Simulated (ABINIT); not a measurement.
# W (Im-3m) in ABINIT: equation of state

How stiff is W in PBEsol, and what volume does it want? The cell is scaled to several volumes.

Everything below comes from runs of ABINIT 10.8.3 (patched build). Logs are shortened: lines on timing, memory, paths and dates and some standing lists are left out, and cuts for length are marked. The log counts tension as positive stress, the text compression.

## 1. The crystal as given

Symmetry: Im-3m, No. 229, cubic system. The conventional cell has a = 3.165 Å, b = 3.165 Å, c = 3.165 Å, α = 90.00°, β = 90.00°, γ = 90.00°. Around W (site symmetry m-3m) lie 8 W at 2.74 Å.

## 2. Equation of state, PBEsol

run.abi

```
# Datasets: one volume each
ndtset 7
getwfk -1
scalecart1 3*0.9795861087
scalecart2 3*0.9864848297
scalecart3 3*0.9932883884
scalecart4 3*1.0000000000
scalecart5 3*1.0066227096
scalecart6 3*1.0131594038
scalecart7 3*1.0196128224

# Pseudopotentials
pp_dirpath "./"
pseudos "W.upf"

# Structure
acell 5.1791760466 5.1791760466 5.1791760466
rprim
    -0.5773502692     0.5773502692     0.5773502692
     0.5773502692    -0.5773502692     0.5773502692
     0.5773502692     0.5773502692    -0.5773502692
ntypat 1
znucl 74
natom 1
typat 1
xred
     0.0000000000     0.0000000000     0.0000000000

# Plane-wave basis
ecut 37.0

# k points
kptopt 1
ngkpt 12 12 12
nshiftk 1
shiftk 0.0 0.0 0.0

# Exchange and correlation
ixc -116133

# Bands and occupations
nband 11
occopt 3
tsmear 0.00183747

# SCF cycle
nstep 100
tolvrs 1.0e-10

# Output
iomode 3
prtwf 1
prtden 0
prteig 0
prtebands 0
enunit 1
```

Potentials or basis: PseudoDojo NC SR PBEsol v0.4.1 standard.

Started as:

```console
> abinit run.abi > log 2>&1
```

run.abo:

```text
.Version 10.8.3 of ABINIT
 DATASET    1 : space group Im -3 m (#229); Bravais cI (body-center cubic)
================================================================================
 Values of the parameters that define the memory need for DATASET  1.
     intxc =       0    ionmov =       0      iscf =       7    lmnmax =       8
     lnmax =       8     mgfft =      30  mpssoang =       4    mqgrid =    3001
     natom =       1  nloc_mem =       1    nspden =       1   nspinor =       1
    nsppol =       1      nsym =      48    n1xccc =    2501    ntypat =       1
    occopt =       3   xclevel =       2
       mpw =        1101          nfft =       27000          nkpt =          72
================================================================================
================================================================================

 DATASET    2 : space group Im -3 m (#229); Bravais cI (body-center cubic)
================================================================================
 Values of the parameters that define the memory need for DATASET  2.
     intxc =       0    ionmov =       0      iscf =       7    lmnmax =       8
     lnmax =       8     mgfft =      30  mpssoang =       4    mqgrid =    3001
     natom =       1  nloc_mem =       1    nspden =       1   nspinor =       1
    nsppol =       1      nsym =      48    n1xccc =    2501    ntypat =       1
    occopt =       3   xclevel =       2
       mpw =        1136          nfft =       27000          nkpt =          72
================================================================================
================================================================================
[... 49 lines left out ...]
 DATASET    7 : space group Im -3 m (#229); Bravais cI (body-center cubic)
================================================================================
 Values of the parameters that define the memory need for DATASET  7.
     intxc =       0    ionmov =       0      iscf =       7    lmnmax =       8
     lnmax =       8     mgfft =      30  mpssoang =       4    mqgrid =    3001
     natom =       1  nloc_mem =       1    nspden =       1   nspinor =       1
    nsppol =       1      nsym =      48    n1xccc =    2501    ntypat =       1
    occopt =       3   xclevel =       2
       mpw =        1240          nfft =       27000          nkpt =          72
================================================================================
================================================================================

--------------------------------------------------------------------------------
------------- Echo of variables that govern the present computation ------------
--------------------------------------------------------------------------------
 -outvars: echo values of preprocessed input variables --------
            acell      5.1791760466E+00  5.1791760466E+00  5.1791760466E+00 Bohr
              amu      1.83850000E+02
             ecut      3.70000000E+01 Hartree
           enunit           1
           getwfk          -1
                       outvar_i_n : Printing only first  50 k-points.
              ixc     -116133
           jdtset        1    2    3    4    5    6    7
                       outvar_i_n : Printing only first  50 k-points.
         kptrlatt       12    0    0      0   12    0      0    0   12
          kptrlen1     6.08813869E+01
          kptrlen2     6.13101432E+01
          kptrlen3     6.17329851E+01
          kptrlen4     6.21501126E+01
          kptrlen5     6.25617147E+01
          kptrlen6     6.29679710E+01
          kptrlen7     6.33690517E+01
            natom           1
            nband          11
           ndtset           7
            ngfft          30      30      30
             nkpt          72
            nstep         100
             nsym          48
           ntypat           1
                       prtocc : prtvol=0, do not print more k-points.
           occopt           3
           prtden           0
        prtebands           0
           prteig           0
            rprim1    -5.6556430356E-01  5.6556430356E-01  5.6556430356E-01
                       5.6556430356E-01 -5.6556430356E-01  5.6556430356E-01
                       5.6556430356E-01  5.6556430356E-01 -5.6556430356E-01
            rprim2    -5.6954728199E-01  5.6954728199E-01  5.6954728199E-01
                       5.6954728199E-01 -5.6954728199E-01  5.6954728199E-01
                       5.6954728199E-01  5.6954728199E-01 -5.6954728199E-01
            rprim3    -5.7347531844E-01  5.7347531844E-01  5.7347531844E-01
                       5.7347531844E-01 -5.7347531844E-01  5.7347531844E-01
                       5.7347531844E-01  5.7347531844E-01 -5.7347531844E-01
            rprim4    -5.7735026920E-01  5.7735026920E-01  5.7735026920E-01
                       5.7735026920E-01 -5.7735026920E-01  5.7735026920E-01
                       5.7735026920E-01  5.7735026920E-01 -5.7735026920E-01
            rprim5    -5.8117389237E-01  5.8117389237E-01  5.8117389237E-01
                       5.8117389237E-01 -5.8117389237E-01  5.8117389237E-01
                       5.8117389237E-01  5.8117389237E-01 -5.8117389237E-01
            rprim6    -5.8494785453E-01  5.8494785453E-01  5.8494785453E-01
                       5.8494785453E-01 -5.8494785453E-01  5.8494785453E-01
                       5.8494785453E-01  5.8494785453E-01 -5.8494785453E-01
            rprim7    -5.8867373749E-01  5.8867373749E-01  5.8867373749E-01
                       5.8867373749E-01 -5.8867373749E-01  5.8867373749E-01
                       5.8867373749E-01  5.8867373749E-01 -5.8867373749E-01
          spgroup         229
           tolvrs      1.00000000E-10
           tsmear      1.83747000E-03 Hartree
            typat      1
                       outvars : Printing only first  50 k-points.
            znucl       74.00000

================================================================================

 chkinp: Checking input parameters for consistency, jdtset=   1.

 chkinp: Checking input parameters for consistency, jdtset=   2.

 chkinp: Checking input parameters for consistency, jdtset=   3.

 chkinp: Checking input parameters for consistency, jdtset=   4.

 chkinp: Checking input parameters for consistency, jdtset=   5.

 chkinp: Checking input parameters for consistency, jdtset=   6.

 chkinp: Checking input parameters for consistency, jdtset=   7.

================================================================================
== DATASET  1 ==================================================================

--- !DatasetInfo
iteration_state: {dtset: 1, }
dimensions: {natom: 1, nkpt: 72, mband: 11, nsppol: 1, nspinor: 1, nspden: 1, mpw: 1101, }
cutoff_energies: {ecut:  37.0, pawecutdg:  -1.0, }
electrons: {nelect:   1.40000000E+01, charge:   0.00000000E+00, occopt:   3.00000000E+00, tsmear:   1.83747000E-03, }
meta: {optdriver: 0, ionmov: 0, optcell: 0, iscf: 7, paral_kgb: 0, }
...

 Real(R)+Recip(G) space primitive vectors, cartesian coordinates (Bohr,Bohr^-1):
 R(1)= -2.9291571  2.9291571  2.9291571  G(1)=  0.0000000  0.1706976  0.1706976
 R(2)=  2.9291571 -2.9291571  2.9291571  G(2)=  0.1706976  0.0000000  0.1706976
 R(3)=  2.9291571  2.9291571 -2.9291571  G(3)=  0.1706976  0.1706976  0.0000000
 Unit cell volume ucvol=  1.0052822E+02 bohr^3
 Angles (23,13,12)=  1.09471221E+02  1.09471221E+02  1.09471221E+02 degrees

 getcut: wavevector=  0.0000  0.0000  0.0000  ngfft=  30  30  30
         ecut(hartree)=     37.000   => boxcut(ratio)=   2.15949

--- Pseudopotential description ------------------------------------------------
- pspini: atom type   1  psp file is ./W.upf
12 -116133 3 -1 1396                          pspcod,pspxc,lmax,lloc,mmax
     nproj     2     2     2     2

   1.61191382E+02                                ecore*ucvol(ha*bohr**3)
--------------------------------------------------------------------------------

================================================================================

--- !BeginCycle
iteration_state: {dtset: 1, }
solver: {iscf: 7, nstep: 100, nline: 4, wfoptalg: 0, }
tolerances: {tolvrs: 1.00E-10, }
...

     iter   Etot(hartree)      deltaE(h)  residm     vres2
 ETOT  1  -75.805800098052    -7.581E+01 3.399E-01 2.800E+01
 ETOT  2  -75.829254257364    -2.345E-02 9.596E-02 3.147E+00
 ETOT  3  -75.829837012383    -5.828E-04 4.275E-03 1.657E-03
 ETOT  4  -75.829837498140    -4.858E-07 3.040E-03 5.955E-06
 ETOT  5  -75.829837499391    -1.251E-09 3.808E-04 2.149E-09
 ETOT  6  -75.829837499392    -7.958E-13 6.752E-04 6.678E-11

 At SCF step    6       vres2   =  6.68E-11 < tolvrs=  1.00E-10 =>converged.
[... 878 lines left out ...]
kinetic             :  2.01832639930705E+01
hartree             :  8.41154632090049E+00
xc                  : -1.64286494438232E+01
Ewald energy        : -5.84885239088112E+01
psp_core            :  1.42192216588212E+00
local_psp           : -4.35626957286049E+01
non_local_psp       :  1.26342410421171E+01
internal            : -7.58288955592691E+01
'-kT*entropy'       : -1.41670060291399E-04
total_energy        : -7.58290372293294E+01
total_energy_eV     : -2.06341322070816E+03
band_energy         : -5.27330029274118E+00
...

 Cartesian components of stress tensor (hartree/bohr^3)
  sigma(1 1)=  6.37338032E-04  sigma(3 2)=  0.00000000E+00
  sigma(2 2)=  6.37338032E-04  sigma(3 1)=  0.00000000E+00
  sigma(3 3)=  6.37338032E-04  sigma(2 1)=  0.00000000E+00

-Cartesian components of stress tensor (GPa)         [Pressure= -1.8751E+01 GPa]
- sigma(1 1)=  1.87511323E+01  sigma(3 2)=  0.00000000E+00
- sigma(2 2)=  1.87511323E+01  sigma(3 1)=  0.00000000E+00
- sigma(3 3)=  1.87511323E+01  sigma(2 1)=  0.00000000E+00

== END DATASET(S) ==============================================================
================================================================================

 -outvars: echo values of variables after computation  --------
            acell      5.1791760466E+00  5.1791760466E+00  5.1791760466E+00 Bohr
           etotal1    -7.5829837499E+01
           etotal2    -7.5830902412E+01
           etotal3    -7.5831425812E+01
           etotal4    -7.5831457392E+01
           etotal5    -7.5831043163E+01
           etotal6    -7.5830223711E+01
           etotal7    -7.5829037229E+01
            fcart1    -0.0000000000E+00 -0.0000000000E+00 -0.0000000000E+00
            fcart2    -0.0000000000E+00 -0.0000000000E+00 -0.0000000000E+00
            fcart3    -0.0000000000E+00 -0.0000000000E+00 -0.0000000000E+00
            fcart4    -0.0000000000E+00 -0.0000000000E+00 -0.0000000000E+00
            fcart5    -0.0000000000E+00 -0.0000000000E+00 -0.0000000000E+00
            fcart6    -0.0000000000E+00 -0.0000000000E+00 -0.0000000000E+00
            fcart7    -0.0000000000E+00 -0.0000000000E+00 -0.0000000000E+00
            rprim1    -5.6556430356E-01  5.6556430356E-01  5.6556430356E-01
                       5.6556430356E-01 -5.6556430356E-01  5.6556430356E-01
                       5.6556430356E-01  5.6556430356E-01 -5.6556430356E-01
            rprim2    -5.6954728199E-01  5.6954728199E-01  5.6954728199E-01
                       5.6954728199E-01 -5.6954728199E-01  5.6954728199E-01
                       5.6954728199E-01  5.6954728199E-01 -5.6954728199E-01
            rprim3    -5.7347531844E-01  5.7347531844E-01  5.7347531844E-01
                       5.7347531844E-01 -5.7347531844E-01  5.7347531844E-01
                       5.7347531844E-01  5.7347531844E-01 -5.7347531844E-01
            rprim4    -5.7735026920E-01  5.7735026920E-01  5.7735026920E-01
                       5.7735026920E-01 -5.7735026920E-01  5.7735026920E-01
                       5.7735026920E-01  5.7735026920E-01 -5.7735026920E-01
            rprim5    -5.8117389237E-01  5.8117389237E-01  5.8117389237E-01
                       5.8117389237E-01 -5.8117389237E-01  5.8117389237E-01
                       5.8117389237E-01  5.8117389237E-01 -5.8117389237E-01
            rprim6    -5.8494785453E-01  5.8494785453E-01  5.8494785453E-01
                       5.8494785453E-01 -5.8494785453E-01  5.8494785453E-01
                       5.8494785453E-01  5.8494785453E-01 -5.8494785453E-01
            rprim7    -5.8867373749E-01  5.8867373749E-01  5.8867373749E-01
                       5.8867373749E-01 -5.8867373749E-01  5.8867373749E-01
                       5.8867373749E-01  5.8867373749E-01 -5.8867373749E-01
           strten1    -6.2984925039E-04 -6.2984925039E-04 -6.2984925039E-04
                       0.0000000000E+00  0.0000000000E+00  0.0000000000E+00
           strten2    -3.6431051877E-04 -3.6431051877E-04 -3.6431051877E-04
                       0.0000000000E+00  0.0000000000E+00  0.0000000000E+00
           strten3    -1.2327630233E-04 -1.2327630233E-04 -1.2327630233E-04
                       0.0000000000E+00  0.0000000000E+00  0.0000000000E+00
           strten4     9.5452782793E-05  9.5452782793E-05  9.5452782793E-05
                       0.0000000000E+00  0.0000000000E+00  0.0000000000E+00
           strten5     2.9401463314E-04  2.9401463314E-04  2.9401463314E-04
                       0.0000000000E+00  0.0000000000E+00  0.0000000000E+00
           strten6     4.7416172012E-04  4.7416172012E-04  4.7416172012E-04
                       0.0000000000E+00  0.0000000000E+00  0.0000000000E+00
           strten7     6.3733803152E-04  6.3733803152E-04  6.3733803152E-04
                       0.0000000000E+00  0.0000000000E+00  0.0000000000E+00
 Calculation completed.
```

It took 1.8 min on 1 thread of Arm Neoverse V2, shared host; peak memory 0.1 GiB.

Results:

```
Equilibrium volume                      : 15.71 Å³/atom
Bulk modulus                            : 317 GPa
Pressure derivative of the bulk modulus : 3.8
```

Energy against volume, from the lowest point:
| volume (Å³/atom) | energy (meV/atom) |
| --- | --- |
| 14.897 | 44.08 |
| 15.214 | 15.10 |
| 15.531 | 0.86 |
| 15.848 | 0.00 |
| 16.165 | 11.27 |
| 16.482 | 33.57 |
| 16.798 | 65.86 |

Caveat: pressures at fixed basis lie under the slope of the energies. Spin-orbit coupling is left out, which matters for the levels of W.
